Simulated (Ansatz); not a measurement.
# Structures of Sb2Pt: which is lowest?

Plane-wave DFT in Ansatz with scalar-relativistic PAW potentials, cutoff 500 eV, Γ-centred meshes chosen by cell and gap, Gaussian smearing with energies taken to zero width. Every cell was relaxed (cell and atoms) in a run of its own, within the symmetry of its start. Functional: r2SCAN.

Relaxed structures (starts from databases or built by putting these elements on another compound's sites):
A. Pa-3, 12 atoms in the computed cell, a = 6.505 Å; sites (symmetry × multiplicity) Sb .3. × 8, Pt .-3. × 4; start: database
B. Fm-3m, 3 atoms in the computed cell, a = 6.598 Å; sites (symmetry × multiplicity) Sb -43m × 8, Pt m-3m × 4; start: built
C. Pnnm, 6 atoms in the computed cell, a = 5.331 Å, b = 6.508 Å, c = 4.121 Å; sites (symmetry × multiplicity) Pt ..2/m × 2, Sb ..m × 4; start: built

**Question.** Rank them by energy. Could pressure change the order?

**Answer.**
| structure | group | E − E(lowest) (meV/atom) | V (Å³/atom) | gap on mesh (eV) |
| --- | --- | --- | --- | --- |
| A | Pa-3 | 0.0 | 22.93 | 0.00 |
| C | Pnnm | 6.8 | 23.83 | 0.00 |
| B | Fm-3m | 298 | 23.94 | 0.00 |

A is lowest, 7 meV/atom under C. The lowest is also the densest of these, so pressure wouldn't bring one of the others in at first order. Other structures may lie lower than all of these, and vibrations aren't counted.

Spin-orbit coupling is left out, which matters for the bands of heavy elements.